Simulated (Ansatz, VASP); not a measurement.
# Two plane-wave programs on MgO

```
CELL_PARAMETERS angstrom
2.10714 2.10714 0.00000
-2.10714 2.10714 0.00000
0.00000 2.10714 2.10714
ATOMIC_POSITIONS crystal
Mg 0.00000 0.00000 0.00000
O 0.50000 0.50000 0.00000
```

Alike in both runs: functional PBEsol; k mesh 14 × 14 × 14; occupations fermi-dirac, width 0.08 eV; no spin polarisation.

Ansatz relaxed the structure, and its values are those at the end. VASP's run is a single point on that final structure, the one shown.

```csv
,VASP,Ansatz
version,VASP 6.6.1,Ansatz 0.2.0
potentials or method,"VASP PAW PBE potentials, release 64 (Mg, O)","PAW with Ansatz's default frozen-core files, scalar-relativistic"
plane-wave cutoff (eV),520,420
valence electrons in the cell,8,16
```

|  | VASP | Ansatz | Ansatz less VASP |
| --- | --- | --- | --- |
| pressure (GPa) | -0.5 | 0.0 | +0.52 |

The two sets of potentials don't hold the same shells in valence.

Caveats: the PAW data sets were made with another functional, which shifts forces and pressure a little (VASP). A k mesh can miss the band edges.
